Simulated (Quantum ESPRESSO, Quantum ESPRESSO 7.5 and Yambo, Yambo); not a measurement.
## BN (P6_3/mmc): G0W0 on several meshes in Yambo

Wanted: mesh dependence and cost of G0W0 for BN (P6_3/mmc).

Method: PBE and many-body steps on it, plane waves, in Quantum ESPRESSO 7.5 and Yambo 5.3.0.

## Step 1: The starting structure

Symmetry: P6_3/mmc, No. 194, hexagonal system. Conventional cell: a = 2.504 Å, b = 2.504 Å, c = 6.661 Å, α = 90.00°, β = 90.00°, γ = 120.00°. Nearest to B lie 3 N at 1.45 Å. Nearest to N lie 3 B at 1.45 Å. Farther neighbours and most contacts between anions are not listed.

The cell and positions come from the Crystallography Open Database and are kept as given unless a step says otherwise.

## Step 2: Empty states on the mesh, 6×6×2 mesh, 434 bands

This step: Quantum ESPRESSO 7.5; DFT, PBE, plane waves, norm-conserving pseudopotentials.

The sums over transitions need many empty states on a uniform mesh; this step solves for them.

Input file pw.in:

```
&control
  calculation = 'nscf'
  prefix = 'x'
  outdir = 'o'
  pseudo_dir = 'pseudo'
/
&system
  ibrav = 0
  nat = 4
  ntyp = 2
  ecutwfc = 72.0
  nbnd = 434
  force_symmorphic = .true.
/
&electrons
  conv_thr = 1e-9
  electron_maxstep = 80
  diago_full_acc = .true.
  diago_thr_init = 5e-6
/
ATOMIC_SPECIES
  B 10.81 B.upf
  N 14.007 N.upf
CELL_PARAMETERS angstrom
  2.5039900000 0.0000000000 0.0000000000
  -1.2519950000 2.1685189508 0.0000000000
  0.0000000000 0.0000000000 6.6612000000
ATOMIC_POSITIONS crystal
  B 0.3333333333 0.6666666667 0.2500000000
  B 0.6666666667 0.3333333333 0.7500000000
  N 0.3333333333 0.6666666667 0.7500000000
  N 0.6666666667 0.3333333333 0.2500000000
K_POINTS automatic
  6 6 2 0 0 0
```

On the command line:

```console
$ OMP_NUM_THREADS=1 mpirun -n 4 pw.x -nk 4 -in pw.in > pw.out
```

Log:

```text
Program PWSCF v.7.5 starts

     This program is part of the open-source Quantum ESPRESSO suite
     for quantum simulation of materials; please cite
         "P. Giannozzi et al., J. Phys.:Condens. Matter 21 395502 (2009);
         "P. Giannozzi et al., J. Phys.:Condens. Matter 29 465901 (2017);
         "P. Giannozzi et al., J. Chem. Phys. 152 154105 (2020);
     in publications or presentations arising from this work. More details at

     Atomic positions and unit cell read from directory:
     o/x.save/

     Message from routine setup:
[...]
k = 0.0000 0.1925 0.0000 (  2533 PWs)   bands (ev):

[...]
85.4592  85.6248  86.7855  87.9078  88.2001  88.5944  88.7066  89.6954
     [... 43 further rows ...]
   284.3636 288.9219 290.2668 290.3788 290.4783 290.7476 291.1213 291.4142
   291.9141 292.1162

          k = 0.0000 0.1925-0.1880 (  2542 PWs)   bands (ev):

     [... further k-points ...]

     highest occupied, lowest unoccupied level (ev):     4.6985    9.0127

     XML data file, pseudopotentials, collected wavefunctions

=------------------------------------------------------------------------------=
   JOB DONE.
=------------------------------------------------------------------------------=
```

Wall time 95 s (4 MPI ranks of Intel Xeon Platinum 8259CL at 2.50GHz (Skylake/Cascade Lake), shared host); peak memory 0.69 GiB; 6.3 min of CPU time.

Numbers from this step:

* gap: 4.314 eV
* k of the valence top: 0.3333, 0.3333, -0.5
* k of the conduction bottom: 0, -0.5, 0
* least direct gap: 4.670 eV
* k points computed: 14
* lowest point of the top converged band, above the valence top: 283.4777 eV

On this mesh the gap is 4.314 eV.

The density comes from a self-consistent run that is not shown.

## Step 3: Conversion and set-up

This step: Yambo 5.3.0; conversion and set-up on PBE, plane waves, norm-conserving pseudopotentials.

The states are converted to the many-body program's format and the q mesh is built.

On the command line:

```console
$ (cd o/x.save; p2y > p2y.log; mv SAVE ../..); yambo > setup.log
```

Log:

```text
 Yambo, version 5.3.0

 [02] CORE Variables Setup
 =========================

  [02.01] Unit cells
  ==================

  Cell kind             :  HCP
  Atoms in the cell     :  B  N
  number of B  atoms    :  2
  number of N  atoms    :  2

  List of atomic masses
  Mass of B     :  10.81000
  Mass of N     :  14.00700

  List of atomic coordinates    : [cc]
  B1       : -0.23659E-09   2.7319       3.1470      order 1
  B2       :  2.365928  1.365969  9.440883  order 2
  N1       : -0.23659E-09   2.7319       9.4409      order 3
[...]
Q [ 1]         [rlu]:  0.000000  0.000000  0.000000
 Q [ 2]         [rlu]:  0.000000  0.000000 -0.500000
 Q [ 3]         [rlu]:  0.45246E-17  0.16667       0.0000
[...]
Q [ 8]         [rlu]: -0.13574E-16 -0.50000     -0.50000
 Q [ 9]         [rlu]:  0.166667  0.166667  0.000000
 Q [10]         [rlu]:  0.166667  0.166667 -0.500000
 Q [11]         [rlu]:  0.166667  0.333333  0.000000
 Q [12]         [rlu]:  0.166667  0.333333 -0.500000
 Q [13]         [rlu]:  0.333333  0.333333  0.000000
 Q [14]         [rlu]:  0.333333  0.333333 -0.500000

  [03.01] X indexes
  =================

   [03.01.01] Sigma indexes
   ========================

 [06] Game Over & Game summary
```

Wall time 2.9 s (1 MPI rank); peak memory 0.24 GiB.

## Step 4: 6×6×2

G0W0 replaces the xc potential by the self-energy, built once from these orbitals. Only a window of levels is corrected, while the sums run over the empty bands that the input names.

This step: G0W0 on PBE, plane waves, norm-conserving pseudopotentials.

Input file gw2.in:

```
HF_and_locXC
gw0
dyson
ppa
em1d
rim_cut
RandQpts= 1000000
RandGvec= 1 RL
EXXRLvcs= 72 Ry
VXCRLvcs= 288 Ry
Chimod= "HARTREE"
% BndsRnXp
 1 | 182 |
%
NGsBlkXp= 17 Ry
% LongDrXp
 1 | 1 | 1 |
%
% GbndRnge
 1 | 182 |
%
DysSolver= "n"
ExtendOut
PPAPntXp= 27.21138 eV
% QPkrange
 14 | 14 | 7 | 10 |
 7 | 7 | 7 | 10 |
 1 | 1 | 7 | 10 |
%
```

On the command line:

```console
$ OMP_NUM_THREADS=1 mpirun -n 4 yambo -F gw2.in -J gw2 -C gw2 > gw2.log
```

Log:

```text
 Yambo, version 5.3.0

 [02] CORE Variables Setup
 =========================

  [... cell, symmetries and grids as in the set-up ...]

  [02.05] Energies & Occupations
  ==============================

  [X] === General ===
  [X] Electronic Temperature                        :  0.000000  0.000000 [eV K]
  [X] Bosonic    Temperature                        :  0.000000  0.000000 [eV K]
  [X] Finite Temperature mode                       : no
  [X] El. density                                   :  0.44236E+24 [cm-3]
  [X] Fermi Level                                   :  4.698546 [eV]

  [X] === Gaps and Widths ===
  [X] Conduction Band Min                           :  4.314160 [eV]
  [X] Valence Band Max                              :  0.000000 [eV]
  [X] Filled Bands                                  :   8
  [X] Empty Bands                                   :     9   434
  [X] Direct Gap                                    :  4.669575 [eV]
  [X] Direct Gap localized at k                     :  14
  [X] Indirect Gap                                  :  4.314160 [eV]
  [X] Indirect Gap between kpts                     :  14   7
  [X] Last valence band width                       :  3.190982 [eV]
  [X] 1st conduction band width                     :  3.840425 [eV]

 [03] Transferred momenta grid and indexing
 ==========================================

 IBZ Q-points                                      :  14
 BZ  Q-points                                      :   72

 K/Q-points units:
 rlu = crystal or reduced units; cc = cartesian coordinates; iku = interal k-units

 Q [ 1]         [rlu]:  0.000000  0.000000  0.000000
 Q [ 2]         [rlu]:  0.000000  0.000000 -0.500000
 Q [ 3]         [rlu]:  0.45246E-17  0.16667       0.0000
 Q [ 4]         [rlu]:  0.45246E-17  0.16667     -0.50000
 Q [ 5]         [rlu]:  0.90491E-17  0.33333       0.0000
 Q [ 6]         [rlu]:  0.90491E-17  0.33333     -0.50000
 Q [ 7]         [rlu]: -0.13574E-16 -0.50000       0.0000
 Q [ 8]         [rlu]: -0.13574E-16 -0.50000     -0.50000
 Q [ 9]         [rlu]:  0.166667  0.166667  0.000000
 Q [10]         [rlu]:  0.166667  0.166667 -0.500000
 Q [11]         [rlu]:  0.166667  0.333333  0.000000
 Q [12]         [rlu]:  0.166667  0.333333 -0.500000
 Q [13]         [rlu]:  0.333333  0.333333  0.000000
 Q [14]         [rlu]:  0.333333  0.333333 -0.500000

 [04] Coloumb potential Random Integration (RIM)
 ===============================================

  [04.01] RIM initialization
  ==========================

  * Diagonal components only detected *

  8 x (sBL volume)        :  0.112915 [a.u.]
  sBZ random points       :  1000000
  Points outside the sBZ  :   7981908
  RL volume               :  1.016236 [a.u.]
  Integrated volume       :  1.018540 [a.u.]

  [04.02] RIM integrals
  =====================

  Gamma point sphere radius             :  0.087673 [a.u.]
  Points outside the sphere             :   800056
  [Int_sBZ(q=0) 1/q^2]*(Vol_sBZ)^(-1/3) =:  7.718302
                                 should be <:  7.795600

  Summary of Coulomb integrals for non-metallic bands |Q|[au] RIM/Bare

  Q [1] 0.100000E-4 0.990085 * Q [2] 0.249574 1.075393
  Q [3] 0.255544 1.053879 * Q [4] 0.357197 1.052688
  Q [9] 0.442616 1.021893 * Q [10] 0.508130 1.021750
  Q [5] 0.511089 1.016956 * Q [6] 0.568770 1.016958
  Q [11] 0.676107 1.010896 * Q [12] 0.720700 1.010784
  Q [7] 0.766633 1.008740 * Q [8] 0.806234 1.008615
  Q [13] 0.885232 1.007388 * Q [14] 0.919741 1.007309

 [05] Dipoles
 ============

  [05.01] Setup: observables and procedures
  =========================================

 [06] Dynamic Dielectric Matrix (PPA)
 ====================================

 [WR./gw2//ndb.pp]---------------------------------------------------------------
  Brillouin Zone Q/K grids (IBZ/BZ)                :   14   72   14   72
  RL vectors                                       :   3391 [WF]
  Coulomb cutoff potential                         : none
  Electronic Temperature                           :  0.000000 [K]
[...]
X poles                                          :  100.0000 [o/o]
  RL vectors in the sum                            :   3391
  [r,Vnl] included                                 : yes
  Field direction                                  :  0.577350E-5  0.577350E-5  0.577350E-5
  BZ energy Double Grid                            : no
  BZ energy DbGd points                            : 0
  BZ Q point size factor                           : -1.000000
  X Optical Averaged directions                    : none

 [07] Local Exchange-Correlation + Non-Local Fock
 ================================================

 [VXC] Plane waves :  20149
 [EXS] Plane waves :  2483

 QP @ state[ 1 ] K range:  1  1
 QP @ state[ 1 ] b range:   7  10
 QP @ state[ 2 ] K range:   7   7
 QP @ state[ 2 ] b range:   7  10
 QP @ state[ 3 ] K range:  14  14
 QP @ state[ 3 ] b range:   7  10

 [xc] Functional : Perdew, Burke & Ernzerhof(X)+Perdew, Burke & Ernzerhof(C)
 [xc] LIBXC used to calculate xc functional
  PP Number of Atomic Species                      :  2
  NLCC RL compoments                               :  20149
  PP Number of Atomic Species                      :  2
  NLCC RL compoments                               :  20149

 [xc] E_xc :  -7.384420 [Ha]
      E_xc :  -14.76884 [Ry]

  Local XC kind (lXC) : Perdew, Burke & Ernzerhof(X)+Perdew, Burke & Ernzerhof(C)
  Non-Local XC kind (nlXC) : Hartree-Fock

  Corrections @ K [1] :  [eV]
 <7|nlXC|7> = -22.66614 -0.16042E-16 <7|lXC|7> = -18.42829  0.000000
 <8|nlXC|8> = -22.66610  0.77237E-17 <8|lXC|8> = -18.42829  0.000000
 <9|nlXC|9> = -4.450487  0.84836E-18 <9|lXC|9> = -8.606222  0.000000
 <10|nlXC|10> = -7.111859  0.90326E-18 <10|lXC|10> = -13.67039  0.000000

  Corrections @ K [7] :  [eV]
 <7|nlXC|7> = -18.53788  0.14235E-16 <7|lXC|7> = -14.85874  0.000000
 <8|nlXC|8> = -19.83872 -0.20797E-16 <8|lXC|8> = -16.38986  0.000000
[...]
Corrections @ K [14] :  [eV]
[...]
<8|nlXC|8> = -19.84805  0.63659E-17 <8|lXC|8> = -16.63092  0.000000
 <9|nlXC|9> = -5.649988 -0.30622E-17 <9|lXC|9> = -10.92032  0.47204E-16
 <10|nlXC|10> = -5.649852  0.20765E-17 <10|lXC|10> = -10.92032  0.000000

  [07.01] Hartree-Fock occupations report
  =======================================

  [Hartree-Fock] === General ===
  [Hartree-Fock] Electronic Temperature             :  0.000000  0.000000 [eV K]
  [Hartree-Fock] Bosonic    Temperature             :  0.000000  0.000000 [eV K]
  [Hartree-Fock] Finite Temperature mode            : no
  [Hartree-Fock] El. density                        :  0.44236E+24 [cm-3]
  [Hartree-Fock] Fermi Level                        :  4.698546 [eV]

  [Hartree-Fock] === Gaps and Widths ===
  [Hartree-Fock] Conduction Band Min                :  4.771942 [eV]
  [Hartree-Fock] Valence Band Max                   : -0.076747 [eV]
  [Hartree-Fock] Filled Bands                       :   8
  [Hartree-Fock] Empty Bands                        :     9   434
  [Hartree-Fock] Direct Gap                         :  4.953946 [eV]
  [Hartree-Fock] Direct Gap localized at k          :  13
  [Hartree-Fock] Indirect Gap                       :  4.848689 [eV]
  [Hartree-Fock] Indirect Gap between kpts          :  13   8
  [Hartree-Fock] Last valence band width            :  5.467195 [eV]
  [Hartree-Fock] 1st conduction band width          :  5.167962 [eV]

 [08] Dyson equation: Newton solver
 ==================================

  [08.01] G0W0 (W PPA)
  ====================

  [  GW  ] Bands range     :    1  182
  [GW/PPA] G damping       :  0.100000 [eV]

  QP @ state[ 1 ] K range:  1  1
  QP @ state[ 1 ] b range:   7  10
  QP @ state[ 2 ] K range:   7   7
  QP @ state[ 2 ] b range:   7  10
  QP @ state[ 3 ] K range:  14  14
  QP @ state[ 3 ] b range:   7  10

   Sc/G bands                                       :    1  182
   Sc/G damping                                     :  0.100000 ev
   Sc bands terminator                              : no
   Sx RL components                                 :  2483

   QP @ state[ 1 ] K range                          :  1  1
   QP @ state[ 1 ] b range                          :   7  10
   QP @ state[ 2 ] K range                          :   7   7
   QP @ state[ 2 ] b range                          :   7  10
   QP @ state[ 3 ] K range                          :  14  14
   QP @ state[ 3 ] b range                          :   7  10
   GF energies kind                                 : Perdew, Burke & Ernzerhof(X)+Perdew, Burke & Ernzerhof(C)
   GF WF`s kind                                     : Perdew, Burke & Ernzerhof(X)+Perdew, Burke & Ernzerhof(C)
   Xs energies kind                                 : Perdew, Burke & Ernzerhof(X)+Perdew, Burke & Ernzerhof(C)
   Xs WF`s kind                                     : Perdew, Burke & Ernzerhof(X)+Perdew, Burke & Ernzerhof(C)

 [11] Game Over & Game summary
```

Elapsed: 7.2 min, on 4 MPI ranks; peak memory 1.7 GiB; 29 min of CPU time.

This step gave:

* G0W0 gap on the points computed: 5.744 eV
* starting gap on the mesh: 4.314 eV
* k of the valence top: 0.3333, 0.3333, -0.5
* k of the conduction bottom: 0, -0.5, 0
* least direct G0W0 gap on the computed points: 6.215 eV
* Z at the valence top: 0.8042
* Z at the conduction bottom: 0.8396

The gap on the mesh goes from 4.31 eV to 5.74 eV, a correction of +1.43 eV.

## Step 5: Empty states on the mesh, 3×3×2 mesh, 182 bands

This step: Quantum ESPRESSO 7.5; DFT, PBE, plane waves, norm-conserving pseudopotentials.

pw.in, as its differences from that of step 2:

```diff
@@ -11,3 +11,3 @@
   ecutwfc = 72.0
-  nbnd = 434
+  nbnd = 182
   force_symmorphic = .true.
@@ -33,2 +33,2 @@
 K_POINTS automatic
-  6 6 2 0 0 0
+  3 3 2 0 0 0
```

On the command line:

```console
$ OMP_NUM_THREADS=1 mpirun -n 4 pw.x -nk 4 -in pw.in > pw.out
```

Log:

```text
[banner, memory and clock lines left out]
Program PWSCF v.7.5 starts

     Atomic positions and unit cell read from directory:
     o/x.save/

     Message from routine setup:
     using ibrav=0 with symmetry is DISCOURAGED, use correct ibrav instead

     G-vector sticks info

     bravais-lattice index     =            0
     lattice parameter (alat)  =       4.7319  a.u.
     unit-cell volume          =     244.0871 (a.u.)^3
     number of atoms/cell      =            4
     number of atomic types    =            2
     number of electrons       =        16.00
[...]
[... 11 further rows ...]
[...]
155.4118 155.4118 157.6367 157.6367 157.6367 157.6367

          k = 0.0000 0.3849 0.0000 (  2521 PWs)   bands (ev):

[...]
82.2081  84.2430  85.1758  86.0117  86.3062  86.6504  87.2445  87.2448
     [... 11 further rows ...]
   153.9685 154.4517 155.5570 156.1499 156.9006 157.3458 157.3475 157.6585
   158.0602 158.2833 158.7231 158.7816 159.3320 159.5592

          k = 0.0000 0.3849-0.1880 (  2508 PWs)   bands (ev):

     [... further k-points ...]

     highest occupied, lowest unoccupied level (ev):     4.6985    9.3681

     XML data file, pseudopotentials, collected wavefunctions
```

Run time: 13 s. Hardware: 4 MPI ranks; peak memory 0.38 GiB.

Numbers from this step:

```
gap                                                           : 4.670 eV
k of the valence top                                          : 0.3333, 0.3333, -0.5
k of the conduction bottom                                    : 0.3333, 0.3333, -0.5
least direct gap                                              : 4.670 eV
k points computed                                             : 6
lowest point of the top converged band, above the valence top : 146.5705 eV
```

On this mesh the gap is 4.670 eV.

(Continued in part 2 of 2.)

[Paths, hosts, dates, memory and timing lines, banners, echoed tables and standing remarks are left out of the program output.]

[Logs are printed without paths, hosts, clocks, repeated set-up lines and the standing remarks that a program may print on its own settings, such as how far it seeks lower states.]

[Runs of the session that timed out or met a known fault of the program may be left out.]

[Hosts, paths, dates, database ids (printed as entryN), source tags and the programs' standing remarks are cut or masked in the printed files.]
